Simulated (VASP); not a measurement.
## NiO: single point with RPBE

The system is NiO.

```
Ni O
1.0
     0.00000    2.08590    2.08590
     2.08590    0.00000    2.08590
     2.08590    2.08590    0.00000
Ni O
1 1
Direct
  0.00000 0.00000 0.00000
  0.50000 0.50000 0.50000
```

```yaml
Program: VASP 6.6.1
Task: single point
Functional: RPBE
Potentials_or_basis: VASP PAW PBE potentials, release 64 (Ni, O)
Cutoff: 500 eV
k_mesh: 11 × 11 × 11
Occupations: gaussian, width 0.02 eV
Spin: collinear spin, ferromagnetic start
Starting_moments: "[1.0, 0.0] μB"
Further_INCAR_settings: ALGO = Fast; EDIFF = 1.00e-06; NBANDS = 19
```

```yaml
Pressure: 13.2 GPa
Band_gap_on_the_k_mesh: none (metal or under the smearing width)
Net_moment: 1.83 μB per cell
Site_moments: Ni +1.50; O +0.28 μB
Valence_electrons_inside_the_program's_atomic_spheres: Ni 8.97; O 5.00
```

Levels at points of the mesh, in eV from the Fermi level:
Spin up:
```tsv
k point	band 5	band 6	band 7	band 8	band 9	band 10	band 11	band 12	band 13	band 14
(0.00, 0.00, 0.00)	-2.99	-2.99	-2.74	-2.74	-2.74	1.59	17.93	18.98	18.98	18.98
```
Spin down:
```
           k point  band 5  band 6  band 7  band 8  band 9  band 10
(0.00, 0.00, 0.00)   -1.90   -1.90   -1.90   -0.51   -0.51     1.95
```

Wall time 36 s on 1 thread of AMD EPYC 9R45 (Zen 5), with other jobs on the host, peak memory 0.13 GiB.

The gap isn't set beside the measured one, since this odd mesh misses points on the zone boundary.

Caveat: the PAW data sets were made with another functional, which shifts forces and pressure a little; a cell with one magnetic atom can't hold antiferromagnetic order, which such compounds often take; semilocal functionals often make such compounds metallic where correlation or magnetic order opens a gap, which also shifts bond lengths.
